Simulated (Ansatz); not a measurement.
# K-41 NMR of the central transition in KH3F4

Cell: a Materials Project structure (computed, not necessarily an observed phase), atoms as given.

Space group R-3c:H (No. 167); a = 7.4032, c = 11.4478 Å, γ = 120.00°.

```
site  Wyckoff  site symmetry       x       y       z
   K       6b            -3.  0.0000  0.0000  0.0000
   H      18e             .2  0.1903  0.1903  0.2500
  F9      18e             .2  0.3333  0.9901  0.4167
 F13       6a             32  0.0000  0.0000  0.2500
```

One atom of each set is listed; the run and its k-mesh use a cell of 16 atoms with edges of 5.73, 5.73, 5.73 Å.

Method: Kohn–Sham DFT in Ansatz, r2SCAN, plane waves and PAW (field gradients read without the response of the frozen cores, which leaves them typically 4 to 6 % off), scalar-relativistic, 500 eV cutoff, Γ-centred 4×4×4 k-points, Fermi–Dirac smearing 0.02 eV.

K-41 has I = 3/2 and Q = 73.40 mb (Pyykkö 2018); at 16.4 T its Larmor frequency is ν₀ = 17.9 MHz. Only the quadrupole interaction is simulated: positions count from each site's isotropic chemical shift, and J coupling is left out, as are shift anisotropy and dipolar coupling, which fast spinning averages.

Simulated pattern of one K site (fast magic-angle spinning, Gaussian broadening 0.6 kHz):

| offset (kHz) | height |
| --- | --- |
| -18.26 | 0 |
| -17.83 | 0 |
| -17.40 | 3 |
| -16.97 | 5 |
| -16.54 | 5 |
| -16.12 | 5 |
| -15.69 | 5 |
| -15.26 | 5 |
| -14.83 | 5 |
| -14.40 | 5 |
| -13.97 | 5 |
| -13.54 | 6 |
| -13.11 | 6 |
| -12.68 | 6 |
| -12.26 | 6 |
| -11.83 | 6 |
| -11.40 | 16 |
| -10.97 | 65 |
| -10.54 | 73 |
| -10.11 | 52 |
| -9.68 | 43 |
| -9.25 | 39 |
| -8.82 | 37 |
| -8.40 | 35 |
| -7.97 | 34 |
| -7.54 | 34 |
| -7.11 | 34 |
| -6.68 | 34 |
| -6.25 | 34 |
| -5.82 | 35 |
| -5.39 | 37 |
| -4.96 | 39 |
| -4.54 | 42 |
| -4.11 | 46 |
| -3.68 | 53 |
| -3.25 | 68 |
| -2.82 | 100 |
| -2.39 | 68 |
| -1.96 | 8 |
| -1.53 | 0 |

Problem. Which |C_Q| and η does the pattern imply?

Solution. The pattern spans 15.0 kHz before broadening and its centre of gravity is at -7.00 kHz, which fixes P_Q; the places of the horns and steps fix η. That gives P_Q = 2.24 MHz, |C_Q| = 2.24 MHz and η = 0.00. The sign of C_Q can't be read from the pattern.

An axis of threefold or higher order runs through K, so V_zz lies along it and η is zero.
